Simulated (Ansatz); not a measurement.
All numbers below come from DFT PBE, scalar-relativistic, plane waves, PAW in Ansatz 0.2.0. All cells share a 420 eV cutoff and Γ-centred k meshes spaced at most about 0.3 Å⁻¹ (about 0.25 or finer for metals, 2π included). No spin polarisation.

Temperature and zero-point effects are left out.

Two relaxed structures of Cd2HgTe3:

A.

Space group I4/mmm (No. 139). a = 4.328 Å, b = 4.328 Å, c = 18.482 Å, α = 90.00°, β = 90.00°, γ = 90.00°
| atom | site | symmetry | x | y | z |
| --- | --- | --- | --- | --- | --- |
| Cd | 4e | 4mm | 0.5000 | 0.5000 | 0.1668 |
| Hg | 2a | 4/mmm | 0.0000 | 0.0000 | 0.0000 |
| Te | 4e | 4mm | 0.0000 | 0.0000 | 0.1698 |
| Te | 2b | 4/mmm | 0.5000 | 0.5000 | 0.0000 |

B.

Space group P3m1 (No. 156). a = 4.690 Å, b = 4.690 Å, c = 11.473 Å, α = 90.00°, β = 90.00°, γ = 120.00°
| atom | site | symmetry | x | y | z |
| --- | --- | --- | --- | --- | --- |
| Cd | 1a | 3m. | 0.0000 | 0.0000 | 0.0006 |
| Cd | 1c | 3m. | 0.6667 | 0.3333 | 0.3334 |
| Hg | 1b | 3m. | 0.3333 | 0.6667 | 0.6667 |
| Te | 1a | 3m. | 0.0000 | 0.0000 | 0.7507 |
| Te | 1b | 3m. | 0.3333 | 0.6667 | 0.4156 |
| Te | 1c | 3m. | 0.6667 | 0.3333 | 0.0831 |

Question: Which would you expect to be lower, and how large is the difference?

Answer: B is lower, by 169 meV/atom. A has Cd and Hg ordered on rock salt sites, space group I4/mmm (No. 139), 28.9 Å³/atom and no gap on its mesh; B has Cd and Hg ordered on zinc blende sites, space group P3m1 (No. 156), 36.4 Å³/atom and no gap. Counting Te atoms around Cd and Hg (those within 1.25 times the shortest such distance or 1.15 times the sum of covalent radii, 1.27 where that leaves under three), A has Cd 6, Hg 6 and B has Cd 4, Hg 4. The lower one is the more open, so pressure narrows the difference. Both come from invented guesses.

Spin–orbit coupling, which can matter for Hg and Te, is left out. Cells relaxed within their symmetry can be saddle points.
